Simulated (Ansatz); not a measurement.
Input of an Ansatz 0.2.0 run:

The input input.yaml:

```yaml
crystal:
  lattice:
    - [2.71648, 0.0, 0.0]
    - [0.0, 2.71648, 0.0]
    - [0.0, 0.0, 2.71648]
  atoms:
    - { symbol: Ga, position: [0.0, 0.0, 0.0] }
hamiltonian:
  xc: rpbe
  pseudopotentials: { kind: paw }
kpoints:
  mp_grid: { grid: [10, 10, 10] }
  band_path:
    path:
      - [[0.0, 0.0, 0.0], [0.0, 0.5, 0.0], [0.5, 0.5, 0.0], [0.0, 0.0, 0.0], [0.5, 0.5, 0.5], [0.0, 0.5, 0.0]]
      - [[0.5, 0.5, 0.0], [0.5, 0.5, 0.5]]
    npoints: 14
scf:
  occupations: { method: fermi_dirac, width: 0.05 }
  n_extra_bands: 6
output:
  forces: true
  stress: true
  eigenvalues: true
  fatbands: false
  write_density: true
  write_potential: true
  elf: true
  volumetric_format: npy
```

Potentials or basis: Ansatz PAW.

The run is started by

```console
$ ansatz run input.yaml --threads 2 --pin off --max-ram 5632MiB --backend cpu --events-out ev --progress --plain --runs-dir out
```

(1) Estimate the band gap on the k mesh.

(2) Predict the pressure.

## Answers

(1) none (metal or under the smearing width).

(2) 1.9 GPa.

Caveat: the PAW data sets come from PBE, with cores solved anew for the run's functional, which leaves a small shift of forces and pressure.
